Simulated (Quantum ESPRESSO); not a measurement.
The system is MgO.

```
CELL_PARAMETERS angstrom
0.00000 2.09700 2.09700
2.09700 0.00000 2.09700
2.09700 2.09700 0.00000
ATOMIC_POSITIONS crystal
Mg 0.00000 0.00000 0.00000
O 0.50000 0.50000 0.50000
```

The cell is a database's computed one.

Program: Quantum ESPRESSO 7.5. Alike in all runs: task band structure; no spin polarisation; cell as given; k mesh 11 × 11 × 11; cutoff (eV) 1143; smearing fermi-dirac 0.05 eV.

Question: Order these runs on this cell by their pressure, lowest first.
A. level LDA; potentials or basis PseudoDojo 0.4.1 SR LDA standard; form of the LDA correlation PW92
B. level PBE; potentials or basis PseudoDojo 0.4.1 SR PBE standard
C. level PBEsol; potentials or basis PseudoDojo 0.4.1 SR PBEsol standard

Answer: A (-4.0 GPa), C (2.3 GPa), B (6.7 GPa).

Not every run made on this cell is shown here.
